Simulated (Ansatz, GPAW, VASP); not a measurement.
**Cu: 4 runs at one level of theory**

```
CELL_PARAMETERS angstrom
0.00000 1.80750 1.80750
1.80750 0.00000 1.80750
1.80750 1.80750 0.00000
ATOMIC_POSITIONS crystal
Cu 0.00000 0.00000 0.00000
```

Alike in all runs: task single point; functional RPBE; k mesh 13 × 13 × 13; occupations gaussian, width 0.02 eV; no spin polarisation; no spin-orbit coupling. Pressure is positive in compression and, in plane waves, holds the error of the finite cutoff, which Ansatz's Pulay term estimates and takes out.

```json
{"program and potentials": "Ansatz, Ansatz PAW", "plane-wave cutoff (eV)": "420", "notes": "potentials made for PBE, which Ansatz adapts in part; 19 valence electrons an atom on average; Pulay term of +0.16 GPa included", "pressure (GPa)": "6.60"}
{"program and potentials": "GPAW, the program's PAW data sets (release 1.2.1) made for this functional", "plane-wave cutoff (eV)": "600", "notes": "11 valence electrons an atom on average", "pressure (GPa)": "8.32"}
{"program and potentials": "Ansatz, all-electron LAPW, scalar-relativistic", "plane-wave cutoff (eV)": "-", "notes": "-", "pressure (GPa)": "6.57"}
{"program and potentials": "VASP, PBE PAW files Cu, release 54, 520 eV", "plane-wave cutoff (eV)": "520", "notes": "potentials made for PBE; 11 valence electrons an atom on average", "pressure (GPa)": "7.15"}
```

The pressure spans 6.57 (Ansatz, all-electron LAPW, scalar-relativistic) to 8.32 GPa (GPAW, the program's PAW data sets (release 1.2.1) made for this functional), with all-electron results at 6.57. Some sets were made for another functional than the one run, which can shift their rows.

Differences between rows come from potentials, basis sets and numerical settings, since the functional is the same but for its coding. Runs on potential files found faulty are left out.

All four runs put copper under compression at this cell, which lies close to the experimental lattice parameter, so RPBE favours a larger equilibrium volume. This is the familiar underbinding of the functional in late transition and noble metals. Its exchange enhancement rises more steeply with the reduced density gradient than that of PBE, which favours inhomogeneous densities and weakens the cohesion supplied by the 4s electrons and their hybridisation with the 3d shell. The nearly filled d band adds little net bonding to oppose the expansion.

The 19-electron PAW result, 6.60 GPa, almost coincides with the all-electron value of 6.57 GPa, while both 11-electron sets lie higher, probably in part because their 3s and 3p shells are frozen. Matching the data set to the functional does not by itself secure agreement, since the GPAW row deviates most. The outward pressure is thus a robust result for RPBE, but a single volume fixes neither the equilibrium lattice parameter nor the bulk modulus.
